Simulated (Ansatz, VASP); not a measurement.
# Zr in VASP and in Ansatz

INCAR

```
SYSTEM = Zr
ALGO = Normal
EDIFF = 1E-6
EDIFFG = -0.05
ENCUT = 600
GGA = PS
IBRION = 2
ISIF = 3
ISMEAR = 0
LASPH = .TRUE.
LCHARG = .FALSE.
LREAL = .FALSE.
LWAVE = .FALSE.
NELM = 60
NSW = 80
PREC = Accurate
SIGMA = 0.1
```

File KPOINTS:

```
k-points
0
G
  8 8 8
  0 0 0
```

Contents of POSCAR:

```
Zr
1.0
    0.0000000000      2.1584285594      2.1584285594
    2.1584285594      0.0000000000      2.1584285594
    2.1584285594      2.1584285594      0.0000000000
Zr
1
Direct
    0.0000000000      0.0000000000      0.0000000000
```

Input for Ansatz:

```yaml
crystal:
  lattice:
    - [0.0, 2.1584285596, 2.1584285596]
    - [2.1584285596, 0.0, 2.1584285596]
    - [2.1584285596, 2.1584285596, 0.0]
  atoms:
    - { symbol: Zr, position: [0.0, 0.0, 0.0] }
basis:
  ecutwfc: 420
kpoints:
  mp_grid: { grid: [8, 8, 8] }
hamiltonian:
  xc: pbesol
scf:
  occupations: { method: gaussian, width: 0.1 }
output:
  forces: true
  stress: true
  eigenvalues: true
relax:
  adjacent_minimum: "off"
  f_tol: 0.05
  max_steps: 60
  cell: { stress_tol: 0.5 }
```

Alike in both runs: task relaxation of cell and atoms; functional PBEsol; k mesh 8 × 8 × 8; occupations gaussian, width 0.1 eV; no spin polarisation.

|  | VASP | Ansatz |
| --- | --- | --- |
| version | VASP 6.6.1 | Ansatz 0.2.0 |
| potentials or method | VASP PAW PBE potentials, release 64 (Zr_sv) | scalar-relativistic, plane waves, PAW |
| plane-wave cutoff (eV) | 600 | 420 |
| valence electrons in the cell | 12 | 12 |

```tsv
	VASP	Ansatz	Ansatz less VASP
gap on the k mesh at the Fermi level, each at its own relaxed structure (eV)	none	none	-
relaxed volume (Å³/atom)	22.22	22.16	-0.063
relaxed cell length with the largest relative difference (Å)	3.156	3.153	-0.0030
energy change over the relaxation (meV/atom)	-71	-71	+0.9
```

A gap of «none» marks a metal or a gap that the smearing closes.

Caveats: the PAW data sets were made with another functional, which shifts forces and pressure a little (VASP). Zero-point motion and thermal expansion aren't in these numbers.
